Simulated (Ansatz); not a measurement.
Relaxation path: bcc W (100), 4 layers

DFT, PBE, PAW with Ansatz's default frozen-core files, scalar-relativistic (Ansatz 0.2.0); a Γ-centred 11×11×1 k mesh, Fermi–Dirac smearing of 0.08 eV, no spin polarisation. The run relaxes the atoms in the fixed cell.

Command: `ansatz run input.yaml --threads 1 --pin off --max-ram 3584MiB --backend cpu --events-out ev --progress --plain --runs-dir out` It took 39 s on 1 thread of Intel(R) Xeon(R) 6975P-C (Granite Rapids) (shared host), peak memory 0.5 GiB.

```yaml
crystal:
  lattice:
    - [3.1834185696, 0.0, 0.0]
    - [0.0, 3.1834185696, 0.0]
    - [0.0, 0.0, 20.7751]
  atoms:
    - { symbol: W, position: [0.25, 0.25, 0.3850756951] }
    - { symbol: W, position: [0.75, 0.75, 0.4616918981] }
    - { symbol: W, position: [0.25, 0.25, 0.5383081015] }
    - { symbol: W, position: [0.75, 0.75, 0.6149243049] }
kpoints:
  mp_grid: { grid: [11, 11, 1] }
scf:
  occupations: { method: fermi_dirac, width: 0.08 }
hamiltonian:
  xc: pbe
  pseudopotentials: { kind: paw }
output:
  forces: true
  stress: true
  eigenvalues: true
relax:
  f_tol: 0.01
  max_steps: 40
efield:
  axis: 3
  amplitude: 0
  dipole_correction: true
```

Each step lists its free energy a cell above the last geometry, and Cartesian positions (Å) with forces (eV/Å).

The first step:

```
step 1  dF = 492.01 meV
  W 0.7959 0.7959 8.0000   0.0000 0.0000 1.7798
  W 2.3876 2.3876 9.5917   0.0000 0.0000 -1.9658
  W 0.7959 0.7959 11.1834   0.0000 0.0000 1.9658
  W 2.3876 2.3876 12.7751   0.0000 0.0000 -1.7798
```

Spin–orbit coupling is left out, which matters for the heavy atoms.

Question: Where does the relaxation end, and by which steps?

Answer: After 5 geometries, with a shortest distance of 2.627 Å. The further steps:
```
step 2  dF = 52.48 meV
  W 0.7959 0.7959 8.1947   0.0000 0.0000 -0.5451
  W 2.3876 2.3876 9.4765   0.0000 0.0000 0.8744
  W 0.7959 0.7959 11.2986   0.0000 0.0000 -0.8744
  W 2.3876 2.3876 12.5804   0.0000 0.0000 0.5451
step 3  dF = 16.56 meV
  W 0.7959 0.7959 8.1955   0.0000 0.0000 -0.2405
  W 2.3876 2.3876 9.5425   0.0000 0.0000 -0.3582
  W 0.7959 0.7959 11.2326   0.0000 0.0000 0.3582
  W 2.3876 2.3876 12.5796   0.0000 0.0000 0.2405
step 4  dF = 1.93 meV
  W 0.7959 0.7959 8.1499   0.0000 0.0000 0.1469
  W 2.3876 2.3876 9.5148   0.0000 0.0000 -0.0336
  W 0.7959 0.7959 11.2603   0.0000 0.0000 0.0336
  W 2.3876 2.3876 12.6252   0.0000 0.0000 -0.1469
step 5  dF = 0.00 meV
  W 0.7959 0.7959 8.1638   0.0000 0.0000 -0.0009
  W 2.3876 2.3876 9.5172   0.0000 0.0000 -0.0042
  W 0.7959 0.7959 11.2579   0.0000 0.0000 0.0042
  W 2.3876 2.3876 12.6113   0.0000 0.0000 0.0009
step 6  dF = 0.00 meV  (same geometry, solved once more)
  W 0.7959 0.7959 8.1638   0.0000 0.0000 -0.0009
  W 2.3876 2.3876 9.5172   0.0000 0.0000 -0.0045
  W 0.7959 0.7959 11.2579   0.0000 0.0000 0.0045
  W 2.3876 2.3876 12.6113   0.0000 0.0000 0.0009
```
